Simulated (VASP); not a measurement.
# SnGe15 (F-43m) in VASP: notebook

The runs below take SnGe15 through relaxation of cell and atoms, with PBEsol.

Everything below comes from runs of VASP 6.6.1. Logs are shortened: lines on timing, memory, paths and dates and some standing lists are left out, and cuts for length are marked.

## 1. The structure

Symmetry: F-43m, No. 216, cubic system. Conventional cell: a = 11.417 Å, b = 11.417 Å, c = 11.417 Å, α = 90.00°, β = 90.00°, γ = 90.00°. Sn (site symmetry -43m) is surrounded by 4 Ge at 2.47 Å. Ge (site symmetry 2mm) has 4 Ge at 2.47 Å as nearest neighbours. Ge (site symmetry -43m) is surrounded by 4 Ge at 2.47 Å. Around Ge (site symmetry 3m) lie 1 Sn at 2.47 Å and 3 Ge at 2.47 Å. Around Ge (site symmetry 3m) lie 4 Ge at 2.47 Å.

The cell was built by a generator and needn't be a form met in nature.

## 2. Relaxation of cell and atoms, PBEsol

Input file INCAR:

```
SYSTEM = SnGe15
PREC     = Accurate       ! precision mode
ENCUT    = 600            ! plane-wave cutoff, eV
EDIFF    = 1E-6           ! SCF threshold, eV
ISMEAR   = 0              ! smearing method
SIGMA    = 0.03           ! smearing width, eV
LREAL    = .FALSE.        ! projectors in reciprocal space
LASPH    = .TRUE.         ! aspherical terms in the spheres
NELM     = 80             ! most SCF steps
ALGO     = Normal         ! electronic algorithm
ISIF     = 3              ! what is computed and relaxed
LWAVE    = .FALSE.        ! write WAVECAR
LCHARG   = .FALSE.        ! write CHGCAR
GGA      = PS             ! functional
IBRION   = 2              ! ionic algorithm
NSW      = 90             ! ionic steps
EDIFFG   = -0.01          ! ionic threshold
KPAR     = 4
```

Input file KPOINTS:

```
regular mesh
0
G
  6 6 6
  0 0 0
```

Input file POSCAR:

```
SnGe15
1.0
    0.0000000000      5.7083741000     -5.7083741000
    5.7083741000      5.7083741000      0.0000000000
    5.7083741000      0.0000000000     -5.7083741000
Sn Ge
1 15
Direct
    0.5000000000      0.0000000000      0.5000000000
    0.5000000000      0.5000000000      0.5000000000
    0.0000000000      0.0000000000      0.5000000000
    0.0000000000      0.5000000000      0.5000000000
    0.5000000000      0.0000000000      0.0000000000
    0.5000000000      0.5000000000      0.0000000000
    0.0000000000      0.0000000000      0.0000000000
    0.0000000000      0.5000000000      0.0000000000
    0.3750000000      0.3750000000      0.3750000000
    0.3750000000      0.8750000000      0.3750000000
    0.8750000000      0.3750000000      0.3750000000
    0.8750000000      0.8750000000      0.3750000000
    0.3750000000      0.3750000000      0.8750000000
    0.3750000000      0.8750000000      0.8750000000
    0.8750000000      0.3750000000      0.8750000000
    0.8750000000      0.8750000000      0.8750000000
```

Potentials or basis: VASP PAW PBE potentials, release 64 (Sn_d, Ge_d).

Command:

```
cat potpaw_PBE.64/Sn_d/POTCAR potpaw_PBE.64/Ge_d/POTCAR > POTCAR
mpirun -np 4 vasp_std > vasp.out
```

OUTCAR:

```text
SYSTEM = SnGe15
   PREC = Accurate
   ENCUT = 600
   EDIFF = 1E-6
   ISMEAR = 0
   LREAL = .FALSE.
   LASPH = .TRUE.
   NELM = 80
   ISIF = 3
   GGA = PS
   IBRION = 2
   NSW = 90
   EDIFFG = -0.01

 ion  position               nearest neighbor table
   1  0.500  0.000  0.500-   9 2.47  10 2.47  12 2.47  14 2.47
   2  0.500  0.500  0.500-   9 2.47  10 2.47  11 2.47  13 2.47
   3  0.000  0.000  0.500-  10 2.47  11 2.47  12 2.47  16 2.47
   4  0.000  0.500  0.500-   9 2.47  11 2.47  12 2.47  15 2.47
   5  0.500  0.000  0.000-  10 2.47  13 2.47  14 2.47  16 2.47
   6  0.500  0.500  0.000-   9 2.47  13 2.47  14 2.47  15 2.47
[... 8 lines left out ...]
  15  0.875  0.375  0.875-   4 2.47   6 2.47   7 2.47   8 2.47
  16  0.875  0.875  0.875-   3 2.47   5 2.47   7 2.47   8 2.47

  LATTYP: Found a face centered cubic cell.
 ALAT       =    11.4167482000

  Lattice vectors:

 A1 = (   0.0000000000,   5.7083741000,  -5.7083741000)
 A2 = (   5.7083741000,   5.7083741000,   0.0000000000)
 A3 = (   5.7083741000,   0.0000000000,  -5.7083741000)

Analysis of symmetry for initial positions (statically):
=====================================================================
 Subroutine PRICEL returns:
 Original cell was already a primitive cell.

 Routine SETGRP: Setting up the symmetry group for a
 face centered cubic supercell.

 Subroutine GETGRP returns: Found 24 space group operations
 (whereof  4 operations were pure point group operations)
 out of a pool of 48 trial point group operations.

The static configuration has the point symmetry C_2v.
 The point group associated with its full space group is T_d .

Analysis of symmetry for dynamics (positions and initial velocities):
=====================================================================
 Subroutine PRICEL returns:
 Original cell was already a primitive cell.

 Routine SETGRP: Setting up the symmetry group for a
 face centered cubic supercell.

 Subroutine GETGRP returns: Found 24 space group operations
 (whereof  4 operations were pure point group operations)
 out of a pool of 48 trial point group operations.

The dynamic configuration has the point symmetry C_2v.
 The point group associated with its full space group is T_d .

 Subroutine INISYM returns: Found 24 space group operations
 (whereof  4 operations are pure point group operations),
[... 170 lines left out ...]
  Direction    XX          YY          ZZ          XY          YZ          ZX
  --------------------------------------------------------------------------------------
  -------------------------------------------------------------------------------------
  Total        2.5710762      2.5710762      2.5710762     -0.0000000     -0.0000000      0.0000000
  in kB       11.0728203     11.0728203     11.0728203     -0.0000000     -0.0000000      0.0000000
  external PRESSURE =      11.0728203 kB  Pullay stress =       0.0000000 kB
[... 131 lines left out ...]
  FREE ENERGIE OF THE ION-ELECTRON SYSTEM (eV)
  ---------------------------------------------------
  free  energy   TOTEN  =       -77.9638120532 eV

  energy  without entropy=      -77.9635343043  energy(sigma->0) =      -77.96367318

[... ionic steps 4 to 11 ...]

--------------------------------------- Ionic step       12  -------------------------------------------

 number of electron     224.0000131 magnetization

------------------------ aborting loop because EDIFF is reached ----------------------------------------
[... 45 lines left out ...]
--------------------------------------- Ionic step       13  -------------------------------------------

 number of electron     224.0000131 magnetization

 E-fermi :   4.7826     XC(G=0):  -9.9976

 val. band max:        4.7732555760   @ k =   0.0000   0.0000   0.0000
 cond. band min:       4.8763162527   @ k =   0.0000   0.0000   0.0000
 fundamental gap:      0.1030606767
 Fermi energy:         4.7825628296

 k-point     1 :       0.0000    0.0000    0.0000
  band No.  band energies     occupation
      1     -19.9964      2.00000
      2     -19.9964      2.00000
      3     -19.9964      2.00000
      4     -19.9883      2.00000
      5     -19.9883      2.00000
      6     -19.9883      2.00000
[... 2021 lines left out ...]
    123       8.0434      0.00000
    124       8.0489      0.00000
 [bands above 124 left out]

------------------------ aborting loop because EDIFF is reached ----------------------------------------

  FORCE on cell =-STRESS in cart. coord.  units (eV):
  Direction    XX          YY          ZZ          XY          YZ          ZX
  --------------------------------------------------------------------------------------
  -------------------------------------------------------------------------------------
  Total       -0.1423100     -0.1423100     -0.1423100     -0.0000000     -0.0000000     -0.0000000
  in kB       -0.6046394     -0.6046394     -0.6046394     -0.0000000     -0.0000000     -0.0000000
  external PRESSURE =      -0.6046394 kB  Pullay stress =       0.0000000 kB
[... 37 lines left out ...]
--------------------------------------- Ionic step       14  -------------------------------------------

 number of electron     224.0000134 magnetization

 Free energy of the ion-electron system (eV)
  ---------------------------------------------------
  ext. energy  EPLUGINS =         0.00000000
  ---------------------------------------------------
  free energy    TOTEN  =       -77.97862185 eV

  energy without entropy =      -77.97840417  energy(sigma->0) =      -77.97851301

 E-fermi :   4.8006     XC(G=0): -10.0046

 val. band max:        4.7913262921   @ k =   0.0000   0.0000   0.0000
 cond. band min:       4.8917589947   @ k =   0.0000   0.0000   0.0000
 fundamental gap:      0.1004327026
 Fermi energy:         4.8005622533

 k-point     1 :       0.0000    0.0000    0.0000
  band No.  band energies     occupation
      1     -19.9860      2.00000
      2     -19.9860      2.00000
      3     -19.9860      2.00000
      4     -19.9769      2.00000
      5     -19.9769      2.00000
      6     -19.9769      2.00000
[... 2021 lines left out ...]
    123       8.0616      0.00000
    124       8.0679      0.00000
 [bands above 124 left out]

------------------------ aborting loop because EDIFF is reached ----------------------------------------

  FORCE on cell =-STRESS in cart. coord.  units (eV):
  Direction    XX          YY          ZZ          XY          YZ          ZX
  --------------------------------------------------------------------------------------
  -------------------------------------------------------------------------------------
  Total        0.0320433      0.0320433      0.0320433      0.0000000     -0.0000000     -0.0000000
  in kB        0.1363467      0.1363467      0.1363467      0.0000000     -0.0000000     -0.0000000
  external PRESSURE =       0.1363467 kB  Pullay stress =       0.0000000 kB
[... 31 lines left out ...]
  FREE ENERGIE OF THE ION-ELECTRON SYSTEM (eV)
  ---------------------------------------------------
  free  energy   TOTEN  =       -77.9786218535 eV

  energy  without entropy=      -77.9784041665  energy(sigma->0) =      -77.97851301

 reached required accuracy - stopping structural energy minimisation
```

OSZICAR:

```text
N       E                     dE             d eps       ncg     rms          rms(c)
DAV:   1     0.367229924891E+04    0.36723E+04   -0.98919E+04  4948   0.490E+03
DAV:   2     0.799015481840E+03   -0.28733E+04   -0.27611E+04  4288   0.129E+03
DAV:   3     0.451546944164E+02   -0.75386E+03   -0.71973E+03  4312   0.326E+02
[... 112 lines left out ...]
DAV:   3    -0.779786676697E+02    0.12419E-02   -0.28253E-03  5386   0.457E-01    0.534E-02
DAV:   4    -0.779786260849E+02    0.41585E-04   -0.43226E-04  4648   0.387E-01    0.278E-02
DAV:   5    -0.779786196997E+02    0.63852E-05   -0.12821E-04  5784   0.136E-01    0.813E-03
DAV:   6    -0.779786214504E+02   -0.17507E-05   -0.24455E-05  4830   0.595E-02    0.437E-03
DAV:   7    -0.779786218535E+02   -0.40314E-06   -0.79847E-06  3592   0.370E-02
  14 F= -.77978622E+02 E0= -.77978513E+02  d E =0.370136E-04
```

CONTCAR:

```text
SnGe15
   1.00000000000000
    -0.0000000000000000    5.7313604188753873   -5.7313604188753873
     5.7313604188753873    5.7313604188753873    0.0000000000000000
     5.7313604188753873    0.0000000000000000   -5.7313604188753873
  Sn              Ge
     1    15
Direct
     0.5000000000000000    0.0000000000000000    0.5000000000000000
     0.4997845498361270    0.5002154501638730    0.4997845498361270
     0.0002154501638730    0.9997845498361270    0.4997845498361270
     0.0002154501638730    0.5002154501638730    0.4997845498361270
     0.4997845498361270    0.9997845498361270    0.0002154501638730
     0.4997845498361270    0.5002154501638730    0.0002154501638730
[... 8 lines left out ...]
     0.8751832402791605    0.3751832402791602    0.8751832402791605
     0.8751832402791605    0.8744502791625193    0.8751832402791605

  0.00000000E+00  0.00000000E+00  0.00000000E+00
  0.00000000E+00  0.00000000E+00  0.00000000E+00
  0.00000000E+00  0.00000000E+00  0.00000000E+00
  0.00000000E+00  0.00000000E+00  0.00000000E+00
  0.00000000E+00  0.00000000E+00  0.00000000E+00
  0.00000000E+00  0.00000000E+00  0.00000000E+00
[... 8 lines left out ...]
  0.00000000E+00  0.00000000E+00  0.00000000E+00
  0.00000000E+00  0.00000000E+00  0.00000000E+00
```

Wall time 29 min (4 MPI ranks of Intel Xeon 6975P-C (Granite Rapids), shared host); peak memory 1.1 GiB.

Results:

| Property | Result |
| --- | --- |
| Free energy | -77.9786 eV |
| Relaxed volume | 23.53 Å³/atom |
| Relaxed cell | a = 8.105 Å, b = 8.105 Å, c = 8.105 Å, α = 60.00°, β = 60.00°, γ = 60.00° |
| Space group after relaxing (to 0.05 Å) | F-43m (No. 216) |
| Energy gained by relaxing | 16.5 meV/atom |
| Ionic steps | 14 |
| Pressure after relaxing | 0.0 GPa |
| Band gap on the k mesh | none (metal or under the smearing width) |

Step by step:
| step | energy change (eV) | largest force (eV/Å) | pressure (GPa) | volume (Å³) |
| --- | --- | --- | --- | --- |
| 1 | 0.0000 | 1.4567 | 1.11 | 372.02 |
| 2 | -0.2479 | 0.2469 | -0.64 | 380.74 |
| 3 | -0.2496 | 0.1566 | -0.65 | 381.48 |
| 4 | -0.2495 | 0.1327 | -0.71 | 381.69 |
| 5 | -0.2641 | 0.0255 | 0.06 | 376.35 |
| 6 | -0.2642 | 0.0247 | 0.06 | 376.74 |
| 7 | -0.2642 | 0.0236 | 0.03 | 377.03 |
| 8 | -0.2642 | 0.0232 | -0.03 | 377.16 |
| 9 | -0.2644 | 0.0103 | -0.02 | 377.12 |
| 10 | -0.2644 | 0.0112 | 0.01 | 377.11 |
| 11 | -0.2644 | 0.0132 | -0.01 | 377.09 |
| 12 | -0.2644 | 0.0119 | -0.04 | 377.10 |
| 13 | -0.2644 | 0.0125 | -0.06 | 377.09 |
| 14 | -0.2644 | 0.0067 | 0.01 | 376.53 |

Final structure:
```
Sn Ge
1.0
     0.00000    5.73136   -5.73136
     5.73136    5.73136    0.00000
     5.73136    0.00000   -5.73136
Sn Ge
1 15
Direct
  0.50000 0.00000 0.50000
  0.49978 0.50022 0.49978
  0.00022 0.99978 0.49978
  0.00022 0.50022 0.49978
  0.49978 0.99978 0.00022
  0.49978 0.50022 0.00022
  0.00022 0.99978 0.00022
  0.00000 0.50000 0.00000
  0.37055 0.38834 0.37055
  0.37055 0.87055 0.37055
  0.87518 0.37518 0.37445
  0.88834 0.87055 0.37055
  0.37445 0.37518 0.87518
  0.37055 0.87055 0.88834
  0.87518 0.37518 0.87518
  0.87518 0.87445 0.87518
```

Levels at points of the mesh, in eV from the Fermi level:
```
           k point  band 109  band 110  band 111  band 112  band 113  band 114  band 115  band 116
(0.00, 0.00, 0.00)     -1.17     -0.36     -0.01     -0.01     -0.01      0.09      0.09      0.09
(0.50, 0.00, 0.00)     -0.91     -0.91     -0.67     -0.67      0.40      0.65      1.25      1.28
(0.50, 0.50, 0.00)     -1.60     -1.45     -1.26     -1.26      0.95      0.99      1.76      1.76
```

Caveat: the PAW data sets were made with another functional, which shifts forces and pressure a little.

## 3. Relaxation of cell and atoms, PBEsol

This run uses another cell than the first one, of 23.53 Å³/atom, 1.012 times its volume.

INCAR: that of step 2 with these lines changed.

```diff
@@ -3,3 +3,3 @@
 ENCUT    = 600            ! plane-wave cutoff, eV
-EDIFF    = 1E-6           ! SCF threshold, eV
+EDIFF    = 1E-7           ! SCF threshold, eV
 ISMEAR   = 0              ! smearing method
@@ -16,3 +16,3 @@
 NSW      = 90             ! ionic steps
-EDIFFG   = -0.01          ! ionic threshold
+EDIFFG   = -0.005         ! ionic threshold
 KPAR     = 4
```

KPOINTS is that of step 2.

Input file POSCAR:

```
SnGe15                                  
1.0
   -0.0000000000      5.7313604189     -5.7313604189
    5.7313604189      5.7313604189      0.0000000000
    5.7313604189      0.0000000000     -5.7313604189
  Sn              Ge            
     1    15
Direct
     0.5000000000000000    0.0000000000000000    0.5000000000000000
     0.4997845498361270    0.5002154501638730    0.4997845498361270
     0.0002154501638730    0.9997845498361270    0.4997845498361270
     0.0002154501638730    0.5002154501638730    0.4997845498361270
     0.4997845498361270    0.9997845498361270    0.0002154501638730
     0.4997845498361270    0.5002154501638730    0.0002154501638730
     0.0002154501638730    0.9997845498361270    0.0002154501638730
     0.0000000000000000    0.5000000000000000    0.0000000000000000
     0.3705536854964594    0.3883389435106217    0.3705536854964594
     0.3705536854964594    0.8705536854964595    0.3705536854964594
     0.8751832402791605    0.3751832402791602    0.3744502791625193
     0.8883389435106219    0.8705536854964595    0.3705536854964594
     0.3744502791625193    0.3751832402791602    0.8751832402791605
     0.3705536854964594    0.8705536854964595    0.8883389435106219
     0.8751832402791605    0.3751832402791602    0.8751832402791605
     0.8751832402791605    0.8744502791625193    0.8751832402791605
```

Potentials or basis: VASP PAW PBE potentials, release 64 (Sn_d, Ge_d).

Command:

```
cat potpaw_PBE.64/Sn_d/POTCAR potpaw_PBE.64/Ge_d/POTCAR > POTCAR
mpirun -np 4 vasp_std > vasp.out
```

Run time: 8.5 min. Hardware: 4 MPI ranks of Intel Xeon 6975P-C (Granite Rapids), shared host; peak memory 1.2 GiB.

Results (log left out):

```yaml
Free_energy: -77.9790 eV
Relaxed_volume: 23.56 Å³/atom
Relaxed_cell: a = 8.108 Å, b = 8.108 Å, c = 8.108 Å, α = 60.00°, β = 60.00°, γ = 60.00°
Space_group_after_relaxing_to_0.05_Å: F-43m (No. 216)
Energy_gained_by_relaxing: 0.0 meV/atom
Ionic_steps: 2
Pressure_after_relaxing: 0.0 GPa
Band_gap_on_the_k_mesh: none (metal or under the smearing width)
```

Forces in eV/Å, atoms in the order of the input:
```
Sn   0.000  0.000  0.000
Ge   0.000  0.000  0.002
Ge  -0.002  0.000  0.000
Ge   0.000  0.002  0.000
Ge   0.000 -0.002  0.000
Ge   0.002  0.000  0.000
Ge   0.000  0.000 -0.002
Ge   0.000  0.000  0.000
Ge   0.000  0.000  0.000
Ge   0.000  0.000  0.000
Ge   0.001 -0.001 -0.001
Ge   0.000  0.000  0.000
Ge  -0.001  0.001 -0.001
Ge   0.000  0.000  0.000
Ge  -0.001 -0.001  0.001
Ge   0.001  0.001  0.001
```

Final structure:
```yaml
crystal:
  lattice:
    - [0.00000, 5.73345, -5.73345]
    - [5.73345, 5.73345, 0.00000]
    - [5.73345, 0.00000, -5.73345]
  atoms:
    - { symbol: Sn, position: [0.50000, 0.00000, 0.50000] }
    - { symbol: Ge, position: [0.49976, 0.50024, 0.49976] }
    - { symbol: Ge, position: [0.00024, 0.99976, 0.49976] }
    - { symbol: Ge, position: [0.00024, 0.50024, 0.49976] }
    - { symbol: Ge, position: [0.49976, 0.99976, 0.00024] }
    - { symbol: Ge, position: [0.49976, 0.50024, 0.00024] }
    - { symbol: Ge, position: [0.00024, 0.99976, 0.00024] }
    - { symbol: Ge, position: [0.00000, 0.50000, 0.00000] }
    - { symbol: Ge, position: [0.37054, 0.38838, 0.37054] }
    - { symbol: Ge, position: [0.37054, 0.87054, 0.37054] }
    - { symbol: Ge, position: [0.87517, 0.37517, 0.37448] }
    - { symbol: Ge, position: [0.88838, 0.87054, 0.37054] }
    - { symbol: Ge, position: [0.37448, 0.37517, 0.87517] }
    - { symbol: Ge, position: [0.37054, 0.87054, 0.88838] }
    - { symbol: Ge, position: [0.87517, 0.37517, 0.87517] }
    - { symbol: Ge, position: [0.87517, 0.87448, 0.87517] }
```

Levels at points of the mesh, in eV from the Fermi level:
```csv
k point,band 108,band 109,band 110,band 111,band 112,band 113,band 114,band 115,band 116,band 117
"(0.00, 0.00, 0.00)",-1.16,-1.16,-0.37,-0.01,-0.01,-0.01,0.09,0.09,0.09,0.36
"(0.50, 0.00, 0.00)",-2.19,-0.91,-0.91,-0.67,-0.67,0.40,0.65,1.25,1.28,1.28
"(0.50, 0.50, 0.00)",-1.88,-1.59,-1.45,-1.25,-1.25,0.96,0.99,1.76,1.76,1.98
```

Caveat: the PAW data sets were made with another functional, which shifts forces and pressure a little.

[end of part 1 of 2]
